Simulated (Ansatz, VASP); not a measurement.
# One calculation of Si2Mo, two programs

Contents of INCAR:

```
PREC = Accurate
ENCUT = 520
EDIFF = 1E-7
ISMEAR = -1
SIGMA = 0.05
LREAL = F
LASPH = T
NELM = 60
ALGO = Normal
ISIF = 2
LWAVE = F
LCHARG = F
GGA = PE
NBANDS = 43
```

KPOINTS

```
Automatic mesh
0
Gamma
  5 5 3
```

POSCAR

```
Si2Mo
1.0
    4.6313262755      0.0000000000      0.0000000000
   -2.3156631378      3.9711348592      0.0000000000
    0.0000000000      0.0000000000      6.5797601000
Mo Si
3 6
Direct
    0.5000000000      0.5000000000      0.8333333333
    0.0000000000      0.5000000000      0.1666666667
    0.5000000000      0.0000000000      0.5000000000
    0.1638729800      0.3277459600      0.5000000000
    0.6722540400      0.8361270200      0.1666666667
    0.8361270200      0.1638729800      0.8333333333
    0.8361270200      0.6722540400      0.5000000000
    0.3277459600      0.1638729800      0.1666666667
    0.1638729800      0.8361270200      0.8333333333
```

The input input.yaml:

```yaml
crystal:
  lattice:
    - [4.6313262755, 0.0, 0.0]
    - [-2.3156631378, 3.9711348592, 0.0]
    - [0.0, 0.0, 6.5797601]
  atoms:
    - { symbol: Mo, position: [0.5, 0.5, 0.8333333333] }
    - { symbol: Mo, position: [0.0, 0.5, 0.1666666667] }
    - { symbol: Mo, position: [0.5, 0.0, 0.5] }
    - { symbol: Si, position: [0.16387298, 0.32774596, 0.5] }
    - { symbol: Si, position: [0.67225404, 0.83612702, 0.1666666667] }
    - { symbol: Si, position: [0.83612702, 0.16387298, 0.8333333333] }
    - { symbol: Si, position: [0.83612702, 0.67225404, 0.5] }
    - { symbol: Si, position: [0.32774596, 0.16387298, 0.1666666667] }
    - { symbol: Si, position: [0.16387298, 0.83612702, 0.8333333333] }
hamiltonian:
  xc: pbe
  pseudopotentials: { kind: paw }
kpoints:
  mp_grid: { grid: [5, 5, 3] }
scf:
  occupations: { method: fermi_dirac, width: 0.05 }
output:
  forces: true
  stress: true
  eigenvalues: true
```

Change from the starting cell: strain = 0.01.

Alike in both runs: task single point; functional PBE; k mesh 5 × 5 × 3; occupations fermi-dirac, width 0.05 eV; no spin polarisation.

```csv
,VASP,Ansatz
version,VASP 6.6.1,Ansatz 0.2.0
potentials or method,"VASP PAW PBE potentials, release 64 (Mo_sv, Si)",Ansatz PAW
plane-wave cutoff (eV),520,420
valence electrons in the cell,66,66
```

```csv
,VASP,Ansatz,Ansatz less VASP
gap on the k mesh at the Fermi level (eV),0.59,0.60,+0.003
least direct gap on the mesh (eV),0.87,0.87,+0.001
pressure (GPa),1.6,1.4,-0.15
largest component of the traceless stress (GPa),1.98,1.98,+0.007
rms of the force components (eV/Å),0.006,0.008,+0.0016
```

Atom by atom the forces differ by 0.002 eV/Å (rms over components).

Caveats: an odd mesh through Γ misses points on the zone boundary, where band edges often lie (VASP); odd divisions of the mesh miss points on the zone boundary, where band edges often lie, so the gap on the mesh can be too wide (Ansatz).
